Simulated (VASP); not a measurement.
# TiTe2 (P-3m1) in VASP: notebook, part 2 of 2

VASP 6.6.1.

## (4) Single point, HSE06

Contents of POSCAR:

```
TiTe2
1.0
    3.7770000000      0.0000000000      0.0000000000
   -1.8885000000      3.2709779501      0.0000000000
    0.0000000000      0.0000000000      6.4980000000
Te Ti
2 1
Direct
    0.3333333333      0.6666666667      0.7372000000
    0.6666666667      0.3333333333      0.2628000000
    0.0000000000      0.0000000000      0.0000000000
```

Contents of INCAR.step1:

```
PREC = Accurate ; ENCUT = 350
EDIFF = 1E-5 ; ISMEAR = 0
SIGMA = 0.01 ; LREAL = F
LASPH = T ; NELM = 100
ALGO = Normal ; ISIF = 2
LWAVE = T ; LCHARG = F
NKRED = 1 ; NBANDS = 20
GGA = PE
```

Contents of INCAR.step2:

```
PREC = Accurate ; ENCUT = 350
EDIFF = 1E-4 ; ISMEAR = 0
SIGMA = 0.01 ; LREAL = F
LASPH = T ; NELM = 100
ALGO = Normal ; ISIF = 2
LWAVE = F ; LCHARG = F
GGA = PE ; LHFCALC = T
HFSCREEN = 0.2 ; PRECFOCK = Fast
NKRED = 1 ; NBANDS = 20
ISTART = 1
```

Contents of KPOINTS:

```
regular mesh
0
Gamma
  6 6 3
```

Potentials or basis: VASP PAW PBE potentials, release 64 (Te, Ti_sv).

Command:

```
$ cat potpaw_PBE.64/Te/POTCAR potpaw_PBE.64/Ti_sv/POTCAR > POTCAR
$ cp INCAR.step1 INCAR
$ mpirun -np 1 vasp_std > vasp.out
$ cp INCAR.step2 INCAR
$ mpirun -np 1 vasp_std > vasp.out
```

OUTCAR:

```text
PREC = Accurate
   ENCUT = 350
   EDIFF = 1E-4
   ISMEAR = 0
   LREAL = F
   LASPH = T
   NELM = 100
   ISIF = 2
   GGA = PE
   LHFCALC = T
   HFSCREEN = 0.2
   PRECFOCK = Fast
   NKRED = 1
   ISTART = 1

 Found     17 irreducible k-points:

 Following reciprocal coordinates:
            Coordinates               Weight
  0.000000  0.000000  0.000000      1.000000
  0.166667  0.000000  0.000000      6.000000
  0.333333  0.000000  0.000000      6.000000
  0.500000  0.000000  0.000000      3.000000
  0.166667  0.166667  0.000000      6.000000
  0.333333  0.166667  0.000000     12.000000
   k-points           NKPTS =     17   k-points in BZ     NKDIM =    108   number of bands    NBANDS=     20
   number of dos      NEDOS =    301   number of ions     NIONS =      3
   total plane-waves  NPLWV =  23040
   dimension x,y,z NGX =    24 NGY =   24 NGZ =   40
   dimension x,y,z NGXF=    48 NGYF=   48 NGZF=   80
   ions per type =               2   1
   NGX,Y,Z   is equivalent  to a cutoff of  10.56, 10.56, 10.23 a.u.
   NGXF,Y,Z  is equivalent  to a cutoff of  21.13, 21.13, 20.47 a.u.
 SYSTEM =  unknown system
   PREC   = accura    normal or accurate (medium, high low for compatibility)
   ISTART =      1    job   : 0-new  1-cont  2-samecut
   ICHARG =      0    charge: 1-file 2-atom 10-const
   ISPIN  =      1    spin polarized calculation?
   LNONCOLLINEAR =      F non collinear calculations
   LSORBIT =      F    spin-orbit coupling
   LASPH  =      T    aspherical Exc in radial PAW
   ENCUT  =  350.0 eV  25.72 Ry    5.07 a.u.   5.76  5.76  9.91*2*pi/ulx,y,z
   NELM   =    100;   NELMIN=  2; NELMDL=  0     # of ELM steps
   EDIFF  = 0.1E-03   stopping-criterion for ELM
   LREAL  =      F    real-space projection
   EDIFFG = 0.1E-02   stopping-criterion for IOM
   NSW    =      0    number of steps for IOM
   IBRION =     -1    ionic relax: 0-MD 1-quasi-New 2-CG
   NFREE  =      0    steps in history (QN), initial steepest desc. (CG)
   ISIF   =      2    stress and relaxation
   ISYM   =      3    0-nonsym 1-usesym 2-fastsym
   POTIM  = 0.5000    time-step for ionic-motion
   TEBEG  =    0.0;   TEEND  =   0.0 temperature during run
   PSTRESS=    0.0 pullay stress
[... 17 lines left out ...]
   ENCUT4O =  -1.0   cutoff for four orbital integrals eV
   NKREDX  =     1    reduce k-point grid by
   NKREDY  =     1    reduce k-point grid by
   NKREDZ  =     1    reduce k-point grid by
   AEXX    =    0.2500 exact exchange contribution
   HFSCREEN=    0.2000 screening length (either q_TF or 0.3 A-1)
   HFSCREENC=   0.2000 screening length for correlation (either q_TF or 0.3 A-1)
   ENCUTFOCK=  -1.0 apply spherical cutoff to Coloumb kernel
   IVDW    =     0    specifies the selected vdW correction
   LEPSILON=     F    determine dielectric tensor
   LRPA    =     F    only Hartree local field effects (RPA)
 non-spin polarized calculation
 Gauss-broadening in eV      SIGMA  =   0.01
  energy-cutoff  :      350.00
  volume of cell :       80.28
 maximum number of plane-waves:      1204
 NGX is ok and might be reduce to    24
  NGX = 14; NGY = 14; NGZ = 24

 number of electron      24.0000003 magnetization

 Free energy of the ion-electron system (eV)
  ---------------------------------------------------
  ext. energy  EPLUGINS =         0.00000000
  ---------------------------------------------------
  free energy    TOTEN  =       -19.91062503 eV

  energy without entropy =      -19.91042873  energy(sigma->0) =      -19.91052688

 E-fermi :   6.9081     XC(G=0):  -8.1802

 val. band max:        6.8162796701   @ k =   0.5000   0.0000   0.3333
 cond. band min:       6.9149175766   @ k =   0.3333   0.0000   0.3333
 fundamental gap:      0.0986379065
 Fermi energy:         6.9080768731

 k-point     1 :       0.0000    0.0000    0.0000
  band No.  band energies     occupation
      1     -55.9724      2.00000
      2     -30.5881      2.00000
      3     -30.5881      2.00000
      4     -30.5633      2.00000
      5      -7.1619      2.00000
      6      -5.4555      2.00000
[... 127 lines left out ...]
     19      14.3038      0.00000
     20      14.4860      0.00000

 [... further k-points ...]

------------------------ aborting loop because EDIFF is reached ----------------------------------------

  FORCE on cell =-STRESS in cart. coord.  units (eV):
  Direction    XX          YY          ZZ          XY          YZ          ZX
  --------------------------------------------------------------------------------------
  -------------------------------------------------------------------------------------
  Total       -0.3129059     -0.3129059     -0.2122618     -0.0000000      0.0000000      0.0000000
  in kB       -6.2448216     -6.2448216     -4.2362169     -0.0000000      0.0000000      0.0000000
  external PRESSURE =      -5.5752867 kB  Pullay stress =       0.0000000 kB

 VOLUME and BASIS-vectors are now :
 -----------------------------------------------------------------------------
  energy-cutoff  :      350.00
  volume of cell :       80.28
      direct lattice vectors                 reciprocal lattice vectors
     3.777000000  0.000000000  0.000000000     0.264760392  0.152859484  0.000000000
    -1.888500000  3.270977950  0.000000000     0.000000000  0.305718967  0.000000000
     0.000000000  0.000000000  6.498000000     0.000000000  0.000000000  0.153893506

 POSITION                                       TOTAL-FORCE (eV/Angst)
 -----------------------------------------------------------------------------------
     -0.00000      2.18065      4.79033         0.000000      0.000000      0.322739
      1.88850      1.09033      1.70767        -0.000000      0.000000     -0.322739
      0.00000      0.00000      0.00000         0.000000      0.000000     -0.000000
 -----------------------------------------------------------------------------------
    total drift:                               -0.000000      0.000000      0.000000

  FREE ENERGIE OF THE ION-ELECTRON SYSTEM (eV)
  ---------------------------------------------------
  free  energy   TOTEN  =       -19.9106250311 eV

  energy  without entropy=      -19.9104287297  energy(sigma->0) =      -19.91052688
```

OUTCAR.step1:

```text
PREC = Accurate
   ENCUT = 350
   EDIFF = 1E-5
   ISMEAR = 0
   LREAL = F
[... 252 lines left out ...]
     -0.00000      2.18065      4.79033         0.000000     -0.000000      0.037128
      1.88850      1.09033      1.70767        -0.000000      0.000000     -0.037128
      0.00000      0.00000      0.00000         0.000000     -0.000000      0.000000
 -----------------------------------------------------------------------------------
    total drift:                                0.000000     -0.000000     -0.000000

  FREE ENERGIE OF THE ION-ELECTRON SYSTEM (eV)
  ---------------------------------------------------
  free  energy   TOTEN  =       -16.1982823744 eV

  energy  without entropy=      -16.1981395389  energy(sigma->0) =      -16.19821096
```

OSZICAR.step1:

```text
N       E                     dE             d eps       ncg     rms          rms(c)
DAV:   1     0.147304354357E+03    0.14730E+03   -0.86494E+03   680   0.845E+02
DAV:   2    -0.633615304017E+01   -0.15364E+03   -0.14950E+03   740   0.244E+02
DAV:   3    -0.180378719635E+02   -0.11702E+02   -0.11459E+02   988   0.688E+01
DAV:   4    -0.184294601254E+02   -0.39159E+00   -0.39033E+00   872   0.115E+01
DAV:   5    -0.184406384015E+02   -0.11178E-01   -0.11177E-01   940   0.193E+00    0.121E+01
DAV:   6    -0.186994019940E+02   -0.25876E+00   -0.37084E+01   712   0.356E+01    0.151E+01
DAV:   7    -0.164778408520E+02    0.22216E+01   -0.34636E+01   808   0.311E+01    0.557E+00
DAV:   8    -0.161997521599E+02    0.27809E+00   -0.15024E+00   788   0.812E+00    0.152E+00
DAV:   9    -0.162183520414E+02   -0.18600E-01   -0.19175E-01   836   0.265E+00    0.145E+00
DAV:  10    -0.161982293139E+02    0.20123E-01   -0.16105E-01   764   0.271E+00    0.629E-01
DAV:  11    -0.161988342980E+02   -0.60498E-03   -0.11829E-02   756   0.826E-01    0.342E-01
DAV:  12    -0.161983037656E+02    0.53053E-03   -0.35830E-03   796   0.417E-01    0.203E-01
DAV:  13    -0.161982845535E+02    0.19212E-04   -0.11621E-04   752   0.820E-02    0.415E-02
DAV:  14    -0.161982823744E+02    0.21792E-05   -0.59001E-06   488   0.166E-02
   1 F= -.16198282E+02 E0= -.16198211E+02  d E =-.142835E-03
```

It took 11 min on 1 thread of AMD EPYC 9R45 (Zen 5), shared host; peak memory 0.24 GiB.

These settings aren't checked as converged: the numbers below hold their error.

Results:

* Free energy: -19.9106 eV
* Pressure: -0.6 GPa
* Largest force: 0.323 eV/Å
* Band gap on the k mesh: none (metal or under the smearing width)

Caveat: the PAW data sets were made with another functional, which shifts forces and pressure a little; this functional lacks dispersion, which binds the layers, so the pressure and a relaxed spacing across them are unreliable.

## (5) Single point, PBE

This run uses another cell than the first one, of 104.66 Å³/atom, 3.911 times its volume.

Contents of INCAR:

```
PREC = Accurate
ENCUT = 750
EDIFF = 1E-8
ISMEAR = 0
SIGMA = 0.05
LREAL = False
LASPH = True
NELM = 120
ALGO = Normal
ISIF = 2
LWAVE = False
LCHARG = False
LDIPOL = True
IDIPOL = 3
DIPOL = 0.5 0.5 0.500
GGA = PE
NBANDS = 23
LVHAR = True
LVACPOTAV = True
```

Contents of KPOINTS:

```
regular mesh
0
Gamma
  11 11 1
```

Contents of POSCAR:

```
TiTe2
1.0
    3.7770000000      0.0000000000      0.0000000000
   -1.8885000000      3.2709779500      0.0000000000
    0.0000000000      0.0000000000     25.4153488000
Te Ti
2 1
Direct
    0.3333333333      0.6666666667      0.4328093266
    0.6666666667      0.3333333333      0.5671906734
    0.0000000000      0.0000000000      0.5000000000
```

Command:

```
$ cat potpaw_PBE.64/Te/POTCAR potpaw_PBE.64/Ti_sv/POTCAR > POTCAR
$ mpirun -np 1 vasp_std > vasp.out
```

It took 16 min on 1 thread of Intel Xeon Platinum 8375C at 2.90GHz (Ice Lake), shared host; peak memory 0.69 GiB.

The run converged. Its results:

```yaml
Free_energy: -16.1824 eV
Largest_force: 0.224 eV/Å
Band_gap_on_the_k_mesh: none (metal or under the smearing width)
Work_function_of_the_upper_face: 4.91 eV
Work_function_of_the_lower_face: 4.91 eV
```

Forces in eV/Å, atoms in the order of the input:
```
Te   0.000  0.000 -0.224
Te   0.000  0.000  0.224
Ti   0.000  0.000  0.000
```

Levels at points of the mesh, in eV from the Fermi level:
| k point | band 9 | band 10 | band 11 | band 12 | band 13 | band 14 | band 15 | band 16 |
| --- | --- | --- | --- | --- | --- | --- | --- | --- |
| (0.00, 0.00, 0.00) | -1.56 | -1.28 | 0.41 | 0.41 | 0.58 | 1.09 | 1.09 | 3.41 |

## (6) Single point, PBE

This run uses another cell than the first one, of 104.66 Å³/atom, 3.911 times its volume.

INCAR, as its differences from that of step 5:

```diff
@@ -1,4 +1,4 @@
 PREC = Accurate
-ENCUT = 750
-EDIFF = 1E-8
+ENCUT = 650
+EDIFF = 1E-7
 ISMEAR = 0
```

Contents of KPOINTS:

```
regular mesh
0
Gamma
  9 9 1
```

POSCAR is that of step 5.

Potentials or basis: VASP PAW PBE potentials, release 64 (Te, Ti_sv).

Command:

```
$ cat potpaw_PBE.64/Te/POTCAR potpaw_PBE.64/Ti_sv/POTCAR > POTCAR
$ mpirun -np 1 vasp_std > vasp.out
```

Run time: 8.2 min. Hardware: 1 thread of Intel Xeon Platinum 8375C at 2.90GHz (Ice Lake), shared host; peak memory 0.57 GiB.

These settings aren't checked as converged: the numbers below hold their error.

Results:

* Free energy: -16.1783 eV
* Largest force: 0.245 eV/Å
* Band gap on the k mesh: none (metal or under the smearing width)
* Work function of the upper face: 4.90 eV
* Work function of the lower face: 4.90 eV
